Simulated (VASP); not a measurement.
ZnSe:

```
CELL_PARAMETERS angstrom
0.00000 2.82024 2.82024
2.82024 0.00000 2.82024
2.82024 2.82024 0.00000
ATOMIC_POSITIONS crystal
Zn 0.00000 0.00000 0.00000
Se 0.25000 0.25000 0.25000
```

The cell is a database's computed one.

Base run:

```yaml
Program: VASP 6.6.1
Functional: r2SCAN
Potentials_or_basis: VASP PAW PBE potentials, release 64 (Zn, Se)
Cutoff: 520 eV
k_mesh: 8 × 8 × 8
Occupations: gaussian, width 0.02 eV
Spin: no spin polarisation
```

Its results: band gap on the k mesh 1.93 eV, direct; pressure 1.0 GPa.

Q: The run is repeated on the same cell with these changes: functional from r2SCAN to PBEsol; k mesh from 8 × 8 × 8 to 12 × 12 × 12. What comes out?

A: Band gap on the k mesh 1.23 eV, direct; pressure 0.0 GPa.

Several settings changed at once, so the effect can't be laid on one alone.

Caveats: the PAW data sets were made with another functional, which shifts forces and pressure a little.

A k mesh can miss the band edges.

Not every run made on this cell is shown here.
